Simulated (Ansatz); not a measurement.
## Ta2N under changes of volume

One of the cells (13.622 Å³/atom); the others are scaled copies at fixed shape and fractional positions:

```
CELL_PARAMETERS angstrom
3.11286 0.00000 0.00000
-1.55643 2.69582 0.00000
0.00000 0.00000 4.86984
ATOMIC_POSITIONS crystal
Ta 0.33333 0.66667 0.25471
Ta 0.66667 0.33333 0.74529
N 0.00000 0.00000 0.00000
```

The cell comes from a database or a generator and needn't be the stable form of this composition.

* Program: Ansatz 0.2.0
* Functional: r2SCAN
* Potentials or basis: Ansatz PAW
* Cutoff: 500 eV (not typed: the program's choice for these potentials)
* k mesh: 10 × 10 × 6
* Occupations: fermi-dirac, width 0.05 eV
* Spin: no spin polarisation

```tsv
volume (Å³/atom)	energy over the lowest point (meV/atom)	pressure (GPa)	largest force (eV/Å)
12.805	24.39	14.3	0.488
13.077	?	?	?
13.350	0.00	0.6	0.219
13.622	4.13	-5.3	0.102
13.895	17.68	-10.5	0.005
14.167	39.70	-15.2	0.103
14.439	69.29	-19.5	0.193
```

**Question.** What does the run at 13.077 Å³/atom give?

**Answer.** Energy over the lowest point 6.36 meV/atom; pressure 7.1 GPa; largest force 0.347 eV/Å.

Worked out: A Birch-Murnaghan fit of order 3 (a polynomial in V^(-2/3)) to the other rows has its minimum at 13.37 Å³/atom with B0 = V·E''(V) = 299 GPa and B' = 4.2 at fixed shape and positions, which overstates the stiffness. It gives 6.38 meV/atom at 13.077 Å³/atom, against the run's 6.36, and -dE/dV = 7.1 GPa, against 7.1.

Energies are extrapolated to zero smearing.

Caveats: the PAW data sets come from PBE, with cores solved anew for the run's functional, which leaves a small shift of forces and pressure.
